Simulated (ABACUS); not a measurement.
WS2:

```xyz
3
Lattice="1.5790 0.9116 6.1633 -1.5790 0.9116 6.1633 0.0000 -1.8233 6.1633" Properties=species:S:1:pos:R:3 pbc="T T T"
W     0.0000    0.0000    0.0000
S     0.0000    0.0000   10.7427
S     0.0000    0.0000   13.8730
```

Measurements of this composition are mostly on another form, of space group No. 194.

Base run:

```yaml
Program: ABACUS 3.10.1
Functional: PBE
Potentials_or_basis: PseudoDojo NC SR 0.4.1 PBE standard
Cutoff: 1361 eV
Density_cutoff: 5442 eV
Basis: TZDP LCAO (the cutoffs set its grid)
k_mesh: 10 × 10 × 10
Occupations: fermi-dirac, width 0.05 eV
Spin: no spin polarisation
```

Its results: band gap on the k mesh 1.07 eV, indirect (least direct gap 2.23 eV); pressure 5.4 GPa; largest force 0.641 eV/Å.

Question: The run is repeated on the same cell with these changes: basis from TZDP LCAO (the cutoffs set its grid) to DZP LCAO (the cutoffs set its grid); orbital files from W W_confined-atom_7au_4s3p3d1f.orb, S S_confined-atom_7au_3s3p2d1f.orb to W W_confined-atom_7au_3s2p2d1f.orb, S S_confined-atom_7au_2s2p1d.orb. What comes out?

Answer: Band gap on the k mesh 1.06 eV, indirect (least direct gap 2.23 eV); pressure 6.7 GPa; largest force 0.802 eV/Å.

Caveats: the atomic orbitals were generated for these runs and aren't a published set; spin-orbit coupling is left out, which moves the levels of the heavy elements; the basis of atomic orbitals isn't converged, which shifts pressures, moduli and gaps.

A k mesh can miss the band edges.
